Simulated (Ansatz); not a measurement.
An Ansatz input and the part of its output that reports the observables at the nuclei.

The start is a structure deposited in the COD.

```yaml
crystal:
  lattice:
    - [1.5815, 0.9130794507, 6.1233333333]
    - [-1.5815, 0.9130794507, 6.1233333333]
    - [0.0, -1.8261589014, 6.1233333333]
  atoms:
    - { symbol: Mo, position: [0.0, 0.0, 0.0], spin: 2.0 }
    - { symbol: S, position: [0.2516, 0.2516, 0.2516] }
    - { symbol: S, position: [0.4151, 0.4151, 0.4151] }
magnetization:
  spin_polarized: true
kpoints:
  mp_grid: { grid: [16, 16, 16] }
scf:
  occupations: { method: fermi_dirac, width: 0.02 }
hamiltonian:
  xc: pbe
  pseudopotentials: { kind: paw }
output:
  forces: true
  stress: true
  populations: true
  efg:
    quadrupole_moments_barn: { Mo: -0.022, S: -0.0694 }
    contact_densities: true
  write_density: true
  write_potential: true
  elf: true
  volumetric_format: npy
relax:
  f_tol: 0.02
  max_steps: 60
```

```sh
ansatz run input.yaml --threads 1 --pin off --max-ram 3072MiB --backend cpu --events-out ev --progress --plain --runs-dir out
```

The run relaxes the ions first, and the block belongs to the relaxed positions.

Of the output, the block on the nuclei alone is shown; the set-up, the SCF iterations, energies, forces and stress are cut. One atom of each set with nearly equal values is shown.

```
--- PAW observables at the nuclei: V_zz in 10²¹ V/m², potentials from the cell's mean, atoms counted from 1 ---
  atom   1  Mo V_zz =    -7.406940   η = 0.0000   by run symmetry: allowed   C_q = +3.9402 MHz
            electrostatic potential = -6351.303349 V   contact ρ = 595254.766233 e/Å³   contact ρ_s (e/Å³): all electrons -0.000000, valence +0.000000
  atom   2  S  V_zz =    -5.321230   η = 0.0000   by run symmetry: allowed   C_q = +8.9295 MHz
            electrostatic potential = -1636.852612 V   contact ρ = 19771.428573 e/Å³   contact ρ_s (e/Å³): all electrons -0.000000, valence +0.000000
  atom   3  S  V_zz =    -5.138936   η = 0.0000   by run symmetry: allowed   C_q = +8.6236 MHz
            electrostatic potential = -1636.849138 V   contact ρ = 19771.474418 e/Å³   contact ρ_s (e/Å³): all electrons +0.000000, valence +0.000000
```

The relaxation (4 steps) took 3.8 min of wall time (3.6 min of CPU time) and 1.2 GiB at its peak, on 1 thread of Intel Xeon Platinum 8488C (Sapphire Rapids) (x86_64; 16 cores open to the job, memory cap 3.0 GiB, no GPU), a shared host with a load of 0.4 a core.

Without spin–orbit coupling (the program notes it for Mo) the gradients can shift somewhat, as the gap is small. The start moments die out, and the run ends without spin.
